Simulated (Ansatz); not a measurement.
## SiO2 under compression and expansion

```
CELL_PARAMETERS angstrom
-2.37405 2.37405 3.74400
2.37405 -2.37405 3.74400
2.37405 2.37405 -3.74400
ATOMIC_POSITIONS crystal
Si 0.00000 0.00000 0.00000
Si 0.75000 0.25000 0.50000
O 0.99838 0.62500 0.87338
O 0.37500 0.24838 0.37338
O 0.75162 0.12500 0.12662
O 0.87500 0.00162 0.62662
```

The cell is COD entry 9006285, as deposited and not checked against the literature; nothing was relaxed.

All numbers are computed: DFT, PBE, all-electron LAPW, scalar-relativistic (Ansatz 0.2.0); DFT, PBE, PAW with Ansatz's default frozen-core files, scalar-relativistic (Ansatz 0.2.0).

For LAPW: a Γ-centred 7×7×7 k mesh, Fermi–Dirac smearing of 0.03 eV, basis error target 1 meV/atom, no spin polarisation. PAW takes a cutoff of 420 eV at this cell. The Ansatz runs share mesh, smearing and spin set-up. Plane-wave (PAW) pressures include the program's estimate of the Pulay term.

The cell above is scaled evenly, with fractional coordinates and shape held.

```json
{"V/V(cell)": "0.9400", "V (Å³/atom)": "13.224", "P, LAPW (GPa)": "15.75", "P, PAW (GPa)": "15.75", "gap on the k mesh, LAPW (eV)": "6.45"}
{"V/V(cell)": "0.9600", "V (Å³/atom)": "13.505", "P, LAPW (GPa)": "11.25", "P, PAW (GPa)": "11.26", "gap on the k mesh, LAPW (eV)": "6.32"}
{"V/V(cell)": "0.9800", "V (Å³/atom)": "13.786", "P, LAPW (GPa)": "?", "P, PAW (GPa)": "?", "gap on the k mesh, LAPW (eV)": "?"}
{"V/V(cell)": "0.9900", "V (Å³/atom)": "13.927", "P, LAPW (GPa)": "5.30", "P, PAW (GPa)": "5.32", "gap on the k mesh, LAPW (eV)": "6.12"}
{"V/V(cell)": "1.0000", "V (Å³/atom)": "14.068", "P, LAPW (GPa)": "3.51", "P, PAW (GPa)": "3.52", "gap on the k mesh, LAPW (eV)": "6.05"}
{"V/V(cell)": "1.0100", "V (Å³/atom)": "14.208", "P, LAPW (GPa)": "1.81", "P, PAW (GPa)": "1.82", "gap on the k mesh, LAPW (eV)": "5.98"}
{"V/V(cell)": "1.0200", "V (Å³/atom)": "14.349", "P, LAPW (GPa)": "0.19", "P, PAW (GPa)": "0.20", "gap on the k mesh, LAPW (eV)": "5.91"}
{"V/V(cell)": "1.0400", "V (Å³/atom)": "14.630", "P, LAPW (GPa)": "-2.82", "P, PAW (GPa)": "-2.80", "gap on the k mesh, LAPW (eV)": "5.77"}
{"V/V(cell)": "1.0600", "V (Å³/atom)": "14.912", "P, LAPW (GPa)": "-5.54", "P, PAW (GPa)": "-5.52", "gap on the k mesh, LAPW (eV)": "5.63"}
```

Problem. Fill in the row V/V(cell) = 0.9800.

Solution. P, LAPW (GPa) = 7.19, P, PAW (GPa) = 7.20, gap on the k mesh, LAPW (eV) = 6.19.

Problem. What do Birch–Murnaghan fits to the pressures give?

Solution. LAPW: V0 = 14.37 Å³/atom, B0 = 160 GPa, B0′ = 4.1; PAW: V0 = 14.37 Å³/atom, B0 = 160 GPa, B0′ = 4.1.

PAW's V0 lies 0.01 % from the all-electron value and its B0 0.0 %. With shape and internal coordinates held, B0 is an upper bound to the relaxed modulus.
